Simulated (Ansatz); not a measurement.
These are results of DFT PBE, scalar-relativistic, plane waves, PAW in Ansatz, not measurements. All cells share a 420 eV cutoff and Γ-centred k meshes spaced at most about 0.3 Å⁻¹ (about 0.25 or finer for metals, 2π included). Spin is collinear in cells that carry moments; the others ran without spin or lost their moments.

All energies are static (0 K, no zero-point motion).

Two relaxed structures of MgZnO4:

A. (parallel moments up to 0.9 μB)

```
CELL_PARAMETERS angstrom
3.54076 0.00000 0.00000
0.00000 3.54076 0.00000
0.00000 0.00000 4.98910
ATOMIC_POSITIONS crystal
Mg 0.00000 0.00000 0.00000
Zn 0.50000 0.50000 0.50000
O 0.50000 0.00000 0.75060
O 0.00000 0.50000 0.24940
O 0.50000 0.00000 0.24940
O 0.00000 0.50000 0.75060
```

B. (no moments)

```
CELL_PARAMETERS angstrom
2.89175 0.00000 0.00000
0.00000 2.89175 0.00000
0.00000 0.00000 9.11515
ATOMIC_POSITIONS crystal
Mg 0.00000 0.00000 0.00000
Zn 0.50000 0.50000 0.50000
O 0.00000 0.00000 0.58811
O 0.50000 0.50000 0.08561
O 0.50000 0.50000 0.91439
O 0.00000 0.00000 0.41189
```

Question: Which is lower in energy, and by how much?

Answer: B is lower, by 121 meV/atom. A has Mg and Zn ordered on fluorite sites, space group P4/mmm (No. 123), 10.4 Å³/atom and no gap on its mesh; B has space group P4/mmm (No. 123), 12.7 Å³/atom and a gap of 0.90 eV. B holds O–O pairs (shortest 1.56 Å, as in peroxide); in A the shortest O–O distance is 2.49 Å. Their magnetic states differ too. In A, Mg has 8 O at 2.16 Å; around Zn lie 8 O at 2.17 Å; O has 2 Mg at 2.16 Å, 2 Zn at 2.17 Å and 6 O at 2.49–2.50 Å. In B, Mg is surrounded by 8 O at 2.19 Å; Zn is surrounded by 8 O at 2.20 Å; around O on its first site lie 1 O at 1.61 Å and 4 Zn at 2.20 Å; 1 more site not described. Both come from invented guesses.

Weakly bound directions are ill-defined at this level, which has no dispersion term (P4/mmm at 12.7 Å³/atom), and this can change margins and order among such cells. Kohn–Sham gaps at this level usually fall short of measured ones. The magnetic state reached may not be the lowest. Cells relaxed within their symmetry can be saddle points. Some types were kept out of the candidates beforehand, so the set may lack a known form.
